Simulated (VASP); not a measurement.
Input of a VASP 6.6.1 run:

The input POSCAR:

```
TiTe2
1.0
    0.0000000000      3.4401227409      3.4401227409
    3.4401227409      0.0000000000      3.4401227409
    3.4401227409      3.4401227409      0.0000000000
Ti Te
1 2
Direct
    0.0000000000      0.0000000000      0.0000000000
    0.2500000000      0.2500000000      0.2500000000
    0.7500000000      0.7500000000      0.7500000000
```

File INCAR.step1:

```
SYSTEM = TiTe2
ALGO     = Normal         ! electronic algorithm
EDIFF    = 1E-5           ! SCF threshold, eV
ENCUT    = 520            ! plane-wave cutoff, eV
GGA      = PE             ! functional
ISIF     = 2              ! what is computed and relaxed
ISMEAR   = -1             ! smearing method
LASPH    = .TRUE.         ! aspherical terms in the spheres
LREAL    = .FALSE.        ! projectors in reciprocal space
LWAVE    = .TRUE.         ! write WAVECAR
NBANDS   = 19             ! bands
NELM     = 100            ! most SCF steps
PREC     = Accurate       ! precision mode
SIGMA    = 0.02           ! smearing width, eV
```

INCAR.step2

```
SYSTEM = TiTe2
ALGO     = Normal         ! electronic algorithm
EDIFF    = 1E-6           ! SCF threshold, eV
ENCUT    = 520            ! plane-wave cutoff, eV
GGA      = PE             ! functional
HFSCREEN = 0.2079         ! screening, 1/A
ISIF     = 2              ! what is computed and relaxed
ISMEAR   = -1             ! smearing method
ISTART   = 1            
LASPH    = .TRUE.         ! aspherical terms in the spheres
LCHARG   = .TRUE.         ! write CHGCAR
LELF     = .TRUE.         ! ELF
LHFCALC  = .TRUE.         ! exact exchange
LREAL    = .FALSE.        ! projectors in reciprocal space
LVHAR    = .TRUE.       
LWAVE    = .FALSE.        ! write WAVECAR
NBANDS   = 19             ! bands
NELM     = 100            ! most SCF steps
PREC     = Accurate       ! precision mode
PRECFOCK = Normal       
SIGMA    = 0.02           ! smearing width, eV
```

Contents of KPOINTS:

```
k-points
0
G
  4 4 4
  0 0 0
```

Potentials or basis: VASP PAW PBE potentials, release 64 (Ti_sv, Te).

Command:

```console
$ cat potpaw_PBE.64/Ti_sv/POTCAR potpaw_PBE.64/Te/POTCAR > POTCAR
$ cp INCAR.step1 INCAR
$ mpirun -np 1 vasp_std > vasp.out
$ cp INCAR.step2 INCAR
$ mpirun -np 1 vasp_std > vasp.out
```

(1) Predict the band gap on the k mesh.

(2) Predict the pressure.

## Answers

(1) none (metal or under the smearing width).

(2) -1.3 GPa.

Caveat: the k mesh is coarse (spacing up to 0.40 Å⁻¹), so the values aren't converged, least of all with exact exchange; the PAW data sets were made with another functional, which shifts forces and pressure a little.
